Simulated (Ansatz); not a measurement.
As in Ansatz: the effect of functional

As:

```
As
1.0
     1.81275   -5.46309    0.00000
     1.81275    5.46309    0.00000
     0.00000    0.00000    4.44000
As
4
Cartesian
  1.8128 1.2019 2.4864
  1.8128 -4.2612 4.1736
  1.8128 -1.2019 1.9536
  1.8128 4.2612 0.2664
```

This isn't the form of As at room conditions, which is rhombohedral.

The cell isn't the ideal one: volume scaled by 0.98.

Alike in all runs:

* Program: Ansatz 0.2.0
* Task: single point
* Potentials or basis: Ansatz PAW
* k mesh: 8 × 8 × 6
* Occupations: fermi-dirac, width 0.05 eV
* Spin: no spin polarisation

| functional | cutoff | gap on the mesh (eV) | pressure (GPa) | largest force (eV/Å) |
| --- | --- | --- | --- | --- |
| LDA | 420 eV (not typed: the program's choice for these potentials) | none | -0.5 | 0.13 |
| PBEsol | 420 eV (not typed: the program's choice for these potentials) | ? | ? | ? |
| r2SCAN | 500 eV (not typed: the program's choice for these potentials) | 0.20 | 3.0 | 0.26 |

Question: What does the run with functional PBEsol give?

Answer: gap on the mesh none; pressure 1.2 GPa; largest force 0.18 eV/Å.

Caveats: the PAW data sets come from PBE, with cores solved anew for the run's functional, which leaves a small shift of forces and pressure.

A k mesh can miss the band edges.

A gap of «none» marks a metal or a gap under the smearing width.
